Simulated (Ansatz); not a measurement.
## PbS in Ansatz: the effect of functional

Crystal: PbS.

```
Pb S
1.0
     2.09848    1.21156    3.42875
    -2.09848    1.21156    3.42875
     0.00000   -2.42312    3.42875
Pb S
1 1
Direct
  0.98057 0.98057 0.98057
  0.47504 0.47504 0.47504
```

The cell is a database's computed one.

The cell isn't the ideal one: volume scaled by 0.98.

Alike in all runs:

| Property | Result |
| --- | --- |
| Program | Ansatz 0.2.0 |
| Task | single point |
| Potentials or basis | Ansatz PAW |
| k mesh | 8 × 8 × 8 |
| Occupations | fermi-dirac, width 0.05 eV |
| Spin | no spin polarisation |

Question: One run gave: gap on the mesh 0.26 eV; pressure -2.7 GPa; largest force 0.01 eV/Å. Which functional did it use?
A. PBEsol
B. LDA
C. r2SCAN

Answer: B.

```tsv
functional	cutoff	gap on the mesh (eV)	pressure (GPa)	largest force (eV/Å)
LDA	420 eV (not typed: the program's choice for these potentials)	0.26	-2.7	0.01
PBEsol	420 eV (not typed: the program's choice for these potentials)	0.28	-1.0	0.02
r2SCAN	500 eV (not typed: the program's choice for these potentials)	0.63	1.2	0.02
```

Caveats: spin-orbit coupling is left out, which as a rule narrows the gap of such compounds by several tenths of an eV; the PAW data sets come from PBE, with cores solved anew for the run's functional, which leaves a small shift of forces and pressure.

A k mesh can miss the band edges.
